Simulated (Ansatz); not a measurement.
# Y: properties at the relaxed cell

One table from this session's results is given with a row withheld; the runs are named, their logs left out.

This is Y in the fcc structure; at room conditions it is hcp.

Method: DFT PBEsol, scalar-relativistic, plane waves, PAW, in Ansatz 0.2.0.

1 further run of the same task is left out (set aside as unsound or not needed).

## Starting point

The structure is cubic, space group Fm-3m (No. 225). Conventional cell: a = 4.977 Å, b = 4.977 Å, c = 4.977 Å, α = 90.00°, β = 90.00°, γ = 90.00°. Y (site symmetry m-3m) has 12 Y at 3.52 Å as nearest neighbours.

As a file:

```cif
data_structure
_symmetry_space_group_name_H-M 'Fm-3m'
_symmetry_Int_Tables_number 225
_cell_length_a 4.9769
_cell_length_b 4.9769
_cell_length_c 4.9769
_cell_angle_alpha 90.000
_cell_angle_beta 90.000
_cell_angle_gamma 90.000
_cell_volume 123.28
loop_
_atom_site_label
_atom_site_type_symbol
_atom_site_symmetry_multiplicity
_atom_site_Wyckoff_symbol
_atom_site_fract_x
_atom_site_fract_y
_atom_site_fract_z
_atom_site_occupancy
Y1 Y 4 a 0.00000 0.00000 0.00000 1
```

This cell was relaxed beforehand with the same method: volume 30.82 Å³/atom, gap on the mesh none (metal).

Set-up of the first run:

input.yaml

```yaml
crystal:
  lattice:
    - [0.0, 2.4884723554, 2.4884723554]
    - [2.4884723554, 0.0, 2.4884723554]
    - [2.4884723554, 2.4884723554, 0.0]
  atoms:
    - { symbol: "Y", position: [0.0, 0.0, 0.0] }
basis:
  ecutwfc: 420
kpoints:
  mp_grid: { grid: [14, 14, 14] }
  band_path:
    path:
      - [[0.0, 0.0, 0.0], [0.5, 0.0, 0.5], [0.625, 0.25, 0.625]]
      - [[0.375, 0.375, 0.75], [0.0, 0.0, 0.0], [0.5, 0.5, 0.5], [0.5, 0.25, 0.75], [0.5, 0.0, 0.5]]
    npoints: 14
hamiltonian:
  xc: pbesol
scf:
  occupations: { method: gaussian, width: 0.1 }
  n_extra_bands: 6
output:
  forces: true
  stress: true
  eigenvalues: true
  populations: true
  dos: { projected: true, de: 0.02, nscf_kmesh: { grid: [21, 21, 21] } }
  bader: true
  write_density: true
  write_potential: true
  elf: true
  volumetric_format: npy
```

On the command line:

```bash
ansatz run input.yaml --threads 1 --pin off --max-ram 2560MiB --backend cpu --events-out ev --progress --plain --runs-dir out
```

Steps of the session up to this table: Static run: bands, density of states and charges; The cell scaled to 0.97 of its volume; The cell scaled to 1.03 of its volume; Volume × 0.94; The cell scaled to 1.06 of its volume.

One of the session's tables, all rows but one given; the rest of the session is left out.

It belongs to the step «Fit of the equation of state». 

| volume (Å³/atom) | energy above the lowest point (meV/atom) | pressure (GPa) |
| --- | --- | --- |
| 28.971 | 15.5 | 2.85 |
| 29.895 | 3.7 | 1.34 |
| 30.820 | 0.0 | 0.01 |
| 31.744 | ? | ? |
| 32.669 | 13.4 | -2.21 |

**Question.** Estimate the row for volume (Å³/atom) = 31.744.

Worked estimate for «energy above the lowest point (meV/atom)». A straight line through the neighbours (30.820, 0.0) and (32.669, 13.4) gives 0.0 + (13.4 − 0.0) × (31.744 − 30.820) / (32.669 − 30.820) = 6.7; a parabola fitted to 3 rows on both sides gives 3.2.

**Answer.** energy above the lowest point (meV/atom): 3.5; pressure (GPa): -1.17. In «energy above the lowest point (meV/atom)» the line misses by +3.2 and the parabola by -0.3.
